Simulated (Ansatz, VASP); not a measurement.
## AlNi (NiAl strained to the junction's net): VASP beside Ansatz

One calculation is typed for both programs; each brings its own data sets. How far apart do they land? The cell is generated by rule, not measured, and may not be a known phase. The structure shown is the end of the Ansatz relaxation below.

Calculated with Ansatz 0.2.0; plane waves, with VASP 6.6.1 beside it; single point at PBE.

### 1. The structure

The structure is tetragonal, space group P4/mmm (No. 123). Conventional cell: a = 2.980 Å, b = 2.980 Å, c = 2.792 Å, α = 90.00°, β = 90.00°, γ = 90.00°. Nearest to Ni lie 8 Al at 2.53 Å and 2 Ni at 2.79 Å. Nearest to Al lie 8 Ni at 2.53 Å and 2 Al at 2.79 Å. Farther neighbours are not listed.

### 2. Ansatz: relaxation, PBE

Ansatz runs on its default PAW (the set named soft_2) files.

This run makes the geometry at which the two programs are then compared.

File input.yaml:

```yaml
crystal:
  lattice:
    - [2.98, 0.0, 0.0]
    - [0.0, 2.98, 0.0]
    - [0.0, 0.0, 2.827]
  atoms:
    - { symbol: Ni, position: [0.0, 0.0, 0.0] }
    - { symbol: Al, position: [0.5, 0.5, 0.5] }
kpoints:
  mp_grid: { grid: [12, 12, 11] }
scf:
  occupations: { method: fermi_dirac, width: 0.1 }
  max_iter: 150
hamiltonian:
  xc: pbe
relax:
  f_tol: 0.01
  max_steps: 40
  cell: { fix: [a, b, angles] }
```

Started as:

```bash
ansatz run input.yaml --threads 4 --pin off --max-ram 10240MiB --backend cpu --events-out ev --progress --plain --runs-dir out
```

Numbers of over 12 decimals in the logs are rounded to 6 here.

Log:

```text
Engine: ansatz 0.2.0, aarch64-unknown-linux-gnu
Pseudopotentials: kind: paw
Pseudopotential: Ni, paw, valence charge 18, recommended cutoff 420 eV (normal), Ni.paw.azcp
Pseudopotential: Al, paw, valence charge 3, recommended cutoff 420 eV (normal), Al.paw.azcp
Functional definition: PBE
  parameter kappa = 0.804
  parameter beta = 0.066725
  exchange = pbe_x(kappa = kappa, mu = beta*pi^2/3)
  correlation = pbe_c(beta = beta)
Crystal: 2 atoms, lattice volume = 25.105 Å³
Basis set: ecut = 420 eV, 477 PW (Γ), exchange–correlation on 40×40×40 points (8 copies of the dense FFT grid, shifted against one another)
Bands: 15, of which v1, the nominal top of the filled ones, is band 11 counted from 1 (10 counted from 0)
Symmetry: 16 space group operations
Space group: P4/mmm (ITA 123), of the structure as read, at distance tolerance 2.9e-5 Å
k-points: 168 of 1584
Non-local potential: Ni, projectors of the file, l = 0: 3, l = 1: 2, l = 2: 3, l = 3: 1
Non-local potential: Al, projectors of the file, l = 0: 2, l = 1: 2, l = 2: 1
PAW form: soft (Blöchl's): semilocal exchange-correlation on the pseudo side does not see the compensation charge
PAW one-centre angular grid: Ni, 590 points (default); XC on 64 Gauss nodes
PAW one-centre angular grid: Al, 110 points (default); XC on 64 Gauss nodes
Initial density: superposition of atomic densities (neutral atoms: chi_scale 0, normalization atom), corrected by the library's trained network
Initial wavefunctions: pseudopotential atomic-orbital guess
Functional: x = pbe(κ = 0.804, μ = 0.219515), c = pbe(β = 0.066725)
SCF iter   1: F=—  HF=-6378.518943 eV  |F-HF|=—  |Δ(HF+E_count)|=         —  Δρ=1.52e-3  dr2=2.79e-4  ethr=1.77e-3  ⟨swp⟩=4.7  Hψ=11409  notcnv=0
preconditioner: auto → none  [metal: Δε(μ)=0.026 eV  Ē_g=9.270 eV  σ=0.100 eV  W_gap=0.06  n_scr=6 (ndim 8)  ℏωp=26.7 eV  f_vac=0.000  D(μ)=0.94/eV (n_scr^D=6)  sad-step TF]
SCF iter   2: F=—  HF=-6378.518976 eV  |F-HF|=—  |Δ(HF+E_count)|=   3.32e-5  Δρ=8.33e-4  dr2=1.21e-4  ethr=1.33e-6  ⟨swp⟩=2.0  Hψ=5559  notcnv=0
SCF iter   3: F=—  HF=-6378.518996 eV  |F-HF|=—  |Δ(HF+E_count)|=   1.96e-5  Δρ=7.36e-5  dr2=8.70e-7  ethr=5.78e-7  ⟨swp⟩=1.2  Hψ=2702  notcnv=0
SCF iter   4: F=—  HF=-6378.518999 eV  |F-HF|=—  |Δ(HF+E_count)|=   3.10e-6  Δρ=4.87e-5  dr2=3.20e-7  ethr=4.14e-9  ⟨swp⟩=2.0  Hψ=4305  notcnv=0
iter 5 did not close the SCF: its close was put off for the readings that it lacked (scf_convergence_deferred on its scf_iter line)
SCF iter   5: F=-6378.518999 eV  HF=-6378.518999 eV  |F-HF|=3.74e-9  |Δ(HF+E_count)|=   5.13e-8  Δρ=5.88e-6  dr2=2.33e-9  ethr=1.53e-9  ⟨swp⟩=2.2  Hψ=3415  notcnv=0
SCF iter   6: F=-6378.518999 eV  HF=-6378.518999 eV  |F-HF|=1.20e-10  |Δ(HF+E_count)|=   4.04e-9  Δρ=1.18e-6  dr2=1.30e-10  ethr=1.11e-11  ⟨swp⟩=2.1  Hψ=7818  notcnv=0
SCF 1 converged in 6 iterations: F = -6378.518999 eV  dr2 = 1.30e-10
  greatest PAW one-centre occupation: 1.001 electrons in one spin orbital (limit 2), on the Ni atom at site 0 (counted from 0), in its partial waves of l = 1
relax step   1: F+E_penalty+E_count = -6378.51899912 eV  Δ(F+E_penalty+E_count) = +0.000e0 eV  max|allowed force component| = 2.095e-31 eV/Å  Δτ_max = 0.0000 Å  P = -5.067 GPa  Ω = 25.105 Å³  fix = [a, b, alpha, beta, gamma]  reactions: a -6.259, b -6.259 GPa  (6 SCF iters, dr2 threshold 1.00e-7 eV, accepted)
[...]
relax step   2: F+E_penalty+E_count = -6378.52132568 eV  Δ(F+E_penalty+E_count) = -2.327e-3 eV  max|allowed force component| = 2.071e-30 eV/Å  Δτ_max = 0.0000 Å  P = -3.976 GPa  Ω = 24.916 Å³  energy of the carried Pulay correction = +7.199e-5 eV  fix = [a, b, alpha, beta, gamma]  reactions: a -5.403, b -5.403 GPa  (6 SCF iters, dr2 threshold 2.00e-7 eV, accepted)
[...]
relax step   3: F+E_penalty+E_count = -6378.52182107 eV  Δ(F+E_penalty+E_count) = -4.954e-4 eV  max|allowed force component| = 4.684e-31 eV/Å  Δτ_max = 0.0000 Å  P = -3.160 GPa  Ω = 24.781 Å³  energy of the carried Pulay correction = +1.238e-4 eV  fix = [a, b, alpha, beta, gamma]  reactions: a -4.781, b -4.781 GPa  (6 SCF iters, dr2 threshold 2.00e-7 eV, accepted)
[...]
relax step   4: F+E_penalty+E_count = -6378.52181981 eV  Δ(F+E_penalty+E_count) = +1.260e-6 eV  max|allowed force component| = 1.381e-30 eV/Å  Δτ_max = 0.0000 Å  P = -3.216 GPa  Ω = 24.790 Å³  energy of the carried Pulay correction = +1.203e-4 eV  fix = [a, b, alpha, beta, gamma]  reactions: a -4.823, b -4.823 GPa  (6 SCF iters, dr2 threshold 1.66e-8 eV, accepted)
[...]
relax step   5: F+E_penalty+E_count = -6378.52171006 eV  Δ(F+E_penalty+E_count) = +1.097e-4 eV  max|allowed force component| = 1.282e-30 eV/Å  Δτ_max = 0.0000 Å  P = -3.218 GPa  Ω = 24.790 Å³  fix = [a, b, alpha, beta, gamma]  reactions: a -4.824, b -4.824 GPa  stress off target by 6.74e-3 GPa on what of the cell is left free  SCF on the basis re-selected at this cell (its energy is not comparable with the rows above)  (8 SCF iters)
basis re-selected at this cell: Δ(F+E_penalty+E_count) = +1.097e-4 eV, ΔP = -0.002 GPa vs the last step (what re-selecting the basis moved, of the pressure what is left beyond the Pulay correction that the steps carried, after the strain that the cell walked since its last selection, with what the two solves' SCF thresholds leave and, on support functions, any second-order correction that the steps lacked; it is no m [...]
SCF converged after 8 iterations
Free energy (F): -6378.521710 eV
Harris-Foulkes:  -6378.521710 eV  (|F-HF|=9.09e-13)
Internal energy: -6378.491971 eV  (E = F + TS)
E sigma→0 (E₀):  -6378.506840 eV
Entropy (-TS):   -0.029739 eV (-14.870 meV/atom)
Fermi energy:    13.391613 eV
--- Per-component energies (eV) ---
  E_band       = -346.980784
  E_kinetic    = 309.675649
  E_local      = -4501.414066  (includes V_loc(G=0)·N_el)
  E_nonlocal   = 647.823983
  E_hartree    = 1936.009630
  E_xc         = -125.675295
  E_vxc        = -139.829685  (∫ρ·V_xc dr)
  E_paw        = -2100.439858  (= ΣΔE_a)
  E_vpaw       = -535.256457  (= ΣTr[D̂ρ^β])
  E_aug_tail   = 0.000535  (compensation charges beyond the density's cutoff)
  E_ewald      = -2544.472548
  E_smearing   = -0.029739  (= −TS)
  E_closure    = -0.000000  (closes the sum)
  Σ components = -6378.521710   (vs F -6378.521710, Δ=0.00e0)
--- Forces (eV/Å), atoms counted from 1 ---
  atom   1  Ni     0.00000000     0.00000000     0.00000000
  atom   2  Al     0.00000000    -0.00000000    -0.00000000
  max |Σ_I F_I| component: 3.94e-31 eV/Å
--- Stress (GPa, compression-positive) ---
       -4.823952      -0.000000      -0.000000
       -0.000000      -4.823952      -0.000000
       -0.000000      -0.000000      -0.006744
  P = ⅓ Tr σ = -3.2182 GPa (-32.182 kbar)
--- Relaxed structure (4 steps of the walk, 4 accepted, 1 SCFs on fresh bases) ---
  F+E_penalty+E_count = -6378.52171006 eV   max|allowed force component| = 1.282e-30 eV/Å   (the final SCF, on the basis selected at the relaxed cell)
  cell:  # Å, volume = 24.7899 Å³
    - [2.98, 0.0, 0.0]
    - [0.0, 2.98, 0.0]
    - [0.0, 0.0, 2.791533]
  atoms:
    - { symbol: Ni, position: [0, 0, 0.0] }
    - { symbol: Al, position: [0.500000, 0.500000, 0.5] }
```

Reading the cycles: dr2 is the Hartree energy of the density residual (eV), the measure of convergence; HF is the Harris–Foulkes estimate of the energy, which meets the free energy F at convergence.

### 3. VASP: single point, PBE

The same cell, functional, mesh and smearing now go to VASP, with its own data sets.

Lines of VASP's logs that name or quote its potential files are left out, and so is its time.

File INCAR:

```
SYSTEM = AlNi
PREC = Accurate
ENCUT = 600
EDIFF = 1E-06
NELM = 120
ISMEAR = -1
SIGMA = 0.1
LREAL = .FALSE.
ALGO = Normal
GGA = PE
NBANDS = 12
LASPH = .TRUE.
LORBIT = 11
LWAVE = .FALSE.
LCHARG = .FALSE.
ISIF = 2
GGA_COMPAT = .FALSE.
```

File POSCAR:

```
AlNi
1.0
    2.9800000000      0.0000000000      0.0000000000
    0.0000000000      2.9800000000      0.0000000000
    0.0000000000      0.0000000000      2.7915327321
Ni Al
1 1
Direct
    0.0000000000      0.0000000000      0.0000000000
    0.5000000000      0.5000000000      0.5000000000
```

File KPOINTS:

```
Automatic mesh
0
Gamma
12 12 11
0 0 0
```

PAW data sets: Ni and Al (PBE family, release 64).

Started as:

```bash
mpirun -np 1 vasp_std
```

Log:

```text
[banner, memory and clock lines left out]
running    1 mpi-ranks, on    1 nodes
 distrk:  each k-point on    1 cores,    1 groups
 distr:  one band on    1 cores,    1 groups

 POSCAR found type information on POSCAR NiAl
 POSCAR found :  2 types and       2 ions
 LDA part: xc-table for (Slater+PW92), standard interpolation
 POSCAR, INCAR and KPOINTS ok, starting setup
 FFT: planning ... GRIDC
 FFT: planning ... GRID_SOFT
 FFT: planning ... GRID
 WAVECAR not read
 entering main loop
       N       E                     dE             d eps       ncg     rms          rms(c)
DAV:   1     0.447479193482E+02    0.44748E+02   -0.60871E+03  4048   0.126E+03
DAV:   2    -0.101390831623E+02   -0.54887E+02   -0.50798E+02  4132   0.206E+02
DAV:   3    -0.119255877266E+02   -0.17865E+01   -0.17650E+01  4908   0.440E+01
DAV:   4    -0.119524601143E+02   -0.26872E-01   -0.26860E-01  4508   0.473E+00
DAV:   5    -0.119533053521E+02   -0.84524E-03   -0.84521E-03  4884   0.932E-01    0.118E+01
DAV:   6    -0.141126775193E+02   -0.21594E+01   -0.51396E+01  4468   0.112E+02    0.165E+01
DAV:   7    -0.105578286415E+02    0.35548E+01   -0.15165E+01  4548   0.670E+01    0.115E+00
DAV:   8    -0.105426550728E+02    0.15174E-01   -0.39994E-01  4988   0.739E+00    0.964E-01
DAV:   9    -0.105296486301E+02    0.13006E-01   -0.47435E-02  4856   0.312E+00    0.189E-01
DAV:  10    -0.105292557045E+02    0.39293E-03   -0.15314E-03  5164   0.556E-01    0.745E-02
DAV:  11    -0.105292539890E+02    0.17155E-05   -0.48259E-05  5036   0.716E-02    0.171E-02
DAV:  12    -0.105292527976E+02    0.11914E-05   -0.20653E-06  3580   0.216E-02    0.545E-03
DAV:  13    -0.105292521389E+02    0.65875E-06   -0.38635E-07  2344   0.748E-03
   1 F= -.10529252E+02 E0= -.10514506E+02  d E =-.294928E-01
```

OUTCAR, selected parts (step 3):

```text
ion  position               nearest neighbor table
   1  0.000  0.000  0.000-   2 2.53   2 2.53   2 2.53   2 2.53   2 2.53   2 2.53   2 2.53   2 2.53

  LATTYP: Found a simple tetragonal cell.
 ALAT       =     2.9800000000
 C/A-ratio  =     0.9367559504

 Subroutine GETGRP returns: Found 16 space group operations
 (whereof 16 operations were pure point group operations)

The static configuration has the point symmetry D_4h.

 Found    168 irreducible k-points:

   k-points           NKPTS =    168   k-points in BZ     NKDIM =    168   number of bands    NBANDS=     12

   dimension x,y,z NGX =    24 NGY =   24 NGZ =   24
   dimension x,y,z NGXF=    48 NGYF=   48 NGZF=   48

   ENCUT  =  600.0 eV  44.10 Ry    6.64 a.u.   5.95  5.95  5.58*2*pi/ulx,y,z

   NELECT =      13.0000    total number of electrons

 k-points in reciprocal lattice and weights: Automatic mesh
   0.00000000  0.00000000  0.00000000       0.001
   0.08333333  0.00000000  0.00000000       0.003
   0.16666667  0.00000000  0.00000000       0.003
   0.25000000  0.00000000  0.00000000       0.003
   0.33333333  0.00000000  0.00000000       0.003
   0.41666667  0.00000000  0.00000000       0.003
   0.50000000  0.00000000  0.00000000       0.001
   0.08333333  0.08333333  0.00000000       0.003
   0.16666667  0.08333333  0.00000000       0.005
[...]
0.50000000  0.41666667  0.45454545       0.005
   0.50000000  0.50000000  0.45454545       0.001

 average (electrostatic) potential at core
       1 -81.9009       2 -70.6224

 E-fermi :   9.5689

 k-point     1 :       0.0000    0.0000    0.0000
  band No.  band energies     occupation
    ...
      2       6.4709      2.00000
      3       6.4946      2.00000
      4       7.9732      2.00000
      5       8.1450      2.00000
      6       8.1450      2.00000
      7      14.1636      0.00000
      8      14.1636      0.00000
      9      16.4960      0.00000
     10      17.2939      0.00000
     11      17.6028      0.00000
    ...

 k-point     2 :       0.0833    0.0000    0.0000
  band No.  band energies     occupation
    ...
      2       6.4538      2.00000
      3       6.5148      2.00000
      4       7.9190      2.00000
      5       8.1074      2.00000
      6       8.1495      2.00000
      7      13.1019      0.00000
      8      14.3284      0.00000
      9      16.6431      0.00000
     10      17.4817      0.00000
     11      18.4841      0.00000
    ...

 k-point     3 :       0.1667    0.0000    0.0000
  band No.  band energies     occupation
    ...
      2       6.3399      2.00000
      3       6.5841      2.00000
      4       7.7787      2.00000
      5       8.0076      2.00000
      6       8.1617      2.00000
      7      11.4112      0.00000
      8      14.8013      0.00000
      9      17.0720      0.00000
     10      17.5200      0.00000
     11      20.0384      0.00000
    ...

  Total       -0.7483069     -0.7483069      0.0117198      0.0000000     -0.0000000      0.0000000
  in kB      -48.3632046    -48.3632046      0.7574539      0.0000000     -0.0000000      0.0000000
  external PRESSURE =     -31.9896518 kB  Pullay stress =       0.0000000 kB

  energy-cutoff  :      600.00
  volume of cell :       24.79
      direct lattice vectors                 reciprocal lattice vectors
     2.980000000  0.000000000  0.000000000     0.335570470  0.000000000  0.000000000
     0.000000000  2.980000000  0.000000000     0.000000000  0.335570470  0.000000000
     0.000000000  0.000000000  2.791532732     0.000000000  0.000000000  0.358226142

 POSITION                                       TOTAL-FORCE (eV/Angst)
 -----------------------------------------------------------------------------------
      0.00000      0.00000      0.00000         0.000000      0.000000      0.000000
      1.49000      1.49000      1.39577         0.000000      0.000000      0.000000
 -----------------------------------------------------------------------------------
    total drift:                                0.000000      0.000000      0.000000

  FREE ENERGIE OF THE ION-ELECTRON SYSTEM (eV)
  ---------------------------------------------------
  free  energy   TOTEN  =       -10.5292521389 eV

  energy  without entropy=      -10.4997593564  energy(sigma->0) =      -10.51450575

 total charge
# of ion       s       p       d       tot
------------------------------------------
    1        0.462   0.486   8.455   9.403
    2        0.382   0.399   0.000   0.781
--------------------------------------------------
tot          0.844   0.886   8.455  10.184

[... 3 further parts left out ...]
```

This run has no spin polarisation, so a moment on Ni, if there is one, isn't seen. Its electron count is odd, so without a moment it is a metal by construction.

### 4. Differences

Known differences besides the potentials themselves: the data sets hold 21 valence electrons in Ansatz (on its default PAW (the set named soft_2) files) and 13 in VASP; the cutoff is 420 eV in Ansatz and 600 eV in VASP; Ansatz's pressure holds a Pulay correction, VASP's none. Total energies have different zeros and are not compared.

The two programs side by side:

| quantity | Ansatz | VASP | difference |
| --- | --- | --- | --- |
| pressure (GPa) | -3.22 | -3.20 | -0.02 |

### 5. Results

| Property | Result |
| --- | --- |
| difference in pressure (single point, PBE) | -0.019 GPa |

In words: The difference in pressure is -0.019 GPa (single point, PBE), within the 1 GPa picked in this series as the mark of a large difference. The data sets hold unlike numbers of valence electrons (21 in Ansatz and 13 in VASP), so part of the differences comes from the potentials. Such differences can come from data sets, numerical settings and the points named under the comparisons, not from the functional's error against experiment.

[Lines on the potential files, build, host, timing and source positions are cut from VASP's logs without a mark.]

[Logs are printed without paths, hosts, clocks, repeated set-up lines and the standing remarks that a program may print on its own settings, such as how far it seeks lower states.]

[Hosts, paths, dates, database ids (printed as entryN), source tags and the programs' standing remarks are cut or masked in the printed files.]
